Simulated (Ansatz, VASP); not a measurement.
Ag: VASP beside Ansatz

The input INCAR:

```
ALGO = Normal
EDIFF = 1E-6
ENCUT = 520
GGA = PS
ISIF = 2
ISMEAR = 0
LASPH = T
LCHARG = F
LREAL = F
LWAVE = F
NBANDS = 30
NELM = 100
PREC = Accurate
SIGMA = 0.1
```

File KPOINTS:

```
k-points
0
Gamma
  6 6 4
```

File POSCAR:

```
Ag
1.0
    2.2090603875     -3.7439476911      0.0000000000
    2.2090603875      3.7439476911      0.0000000000
    0.0000000000      0.0000000000      4.4239976288
Ag
4
Direct
    0.1525000000      0.8475000000      0.0785000000
    0.6525000000      0.3475000000      0.4215000000
    0.8475000000      0.1525000000      0.9215000000
    0.3475000000      0.6525000000      0.5785000000
```

Input for Ansatz:

```yaml
crystal:
  lattice:
    - [2.2090603875, -3.7439476911, 0.0]
    - [2.2090603875, 3.7439476911, 0.0]
    - [0.0, 0.0, 4.4239976288]
  atoms:
    - { symbol: Ag, position: [0.1525, 0.8475, 0.0785] }
    - { symbol: Ag, position: [0.6525, 0.3475, 0.4215] }
    - { symbol: Ag, position: [0.8475, 0.1525, 0.9215] }
    - { symbol: Ag, position: [0.3475, 0.6525, 0.5785] }
basis:
  ecutwfc: 420
kpoints:
  mp_grid: { grid: [6, 6, 4] }
hamiltonian:
  xc: pbesol
scf:
  occupations: { method: gaussian, width: 0.1 }
  lower_state_search: "off"
output:
  forces: true
  stress: true
  eigenvalues: true
```

Alike in both runs: task single point; functional PBEsol; k mesh 6 × 6 × 4; occupations gaussian, width 0.1 eV; no spin polarisation.

|  | VASP | Ansatz |
| --- | --- | --- |
| version | VASP 6.6.1 | Ansatz 0.2.0 |
| potentials or method | VASP PAW PBE potentials, release 64 (Ag) | scalar-relativistic, plane waves, PAW |
| plane-wave cutoff (eV) | 520 | 420 |
| valence electrons in the cell | 44 | 76 |

Ansatz gave:

| Quantity | Value |
| --- | --- |
| gap on the k mesh at the Fermi level (eV) | none |
| pressure (GPa) | 14.0 |
| largest component of the traceless stress (GPa) | 11.18 |
| rms of the force components (eV/Å) | 0.886 |

Question: Which values does VASP return?

Answer: gap on the k mesh at the Fermi level (eV): none; pressure (GPa): 13.6; largest component of the traceless stress (GPa): 11.04; rms of the force components (eV/Å): 0.875.

Atom by atom the forces differ by 0.012 eV/Å (rms over components). A gap of «none» marks a metal or a gap that the smearing closes. With one functional, cell and mesh, what is left measures potentials, basis and numerics. The two sets of potentials don't hold the same shells in valence.

Caveats: the PAW data sets were made with another functional, which shifts forces and pressure a little (VASP).
